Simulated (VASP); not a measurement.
Set up this calculation in VASP 6.6.1, as the native input.

```
Task                   : single point
Functional             : LDA
Potentials or basis    : VASP PAW LDA potentials, release 64 (C)
Cutoff                 : 520 eV
k mesh                 : 14 × 14 × 14
Occupations            : gaussian, width 0.02 eV
Spin                   : no spin polarisation
Further INCAR settings : ALGO = Normal; EDIFF = 1e-07
```

The structure of C lies in POSCAR:

```
C                                       
1.0
    0.0000000000      1.7500455034      1.7500455034
    1.7500455034     -0.0000000000      1.7500455034
    1.7500455034      1.7500455034     -0.0000000000
  C             
     2
Direct
     0.0000000000000000    0.0000000000000000    0.0000000000000000
     0.2500000000000000    0.2500000000000000    0.2500000000000000
```

This isn't the form of C at room conditions, which is graphite.

The cell isn't the ideal one: a relaxed cell with its volume scaled by 0.97.

The input as run:

INCAR

```
PREC     = Accurate       # precision mode
ENCUT    = 520            # plane-wave cutoff, eV
EDIFF    = 1E-7           # SCF threshold, eV
ISMEAR   = 0              # smearing method
SIGMA    = 0.02           # smearing width, eV
LREAL    = F              # projectors in reciprocal space
LASPH    = T              # aspherical terms in the spheres
NELM     = 100            # most SCF steps
ALGO     = Normal         # electronic algorithm
ISIF     = 2              # what is computed and relaxed
LWAVE    = F              # write WAVECAR
LCHARG   = F              # write CHGCAR
```

KPOINTS

```
regular mesh
0
Gamma
  14 14 14
```

Potentials or basis: VASP PAW LDA potentials, release 64 (C).

The run is started by

```sh
$ cat potpaw_LDA.64/C/POTCAR > POTCAR
$ mpirun -np 1 vasp_std > vasp.out
```

Results of the run:

| Item | Value |
| --- | --- |
| Pressure | 15.0 GPa |
| Band gap on the k mesh | 4.24 eV, indirect (least direct gap 5.70 eV) |

Caveat: so large a pressure means that the cell lies far from this level's equilibrium, or that cutoff or potentials fall short.

Wall time 5.7 s on 1 thread of AMD EPYC 7R13 Processor (Zen 3) (shared host), peak memory 0.08 GiB.
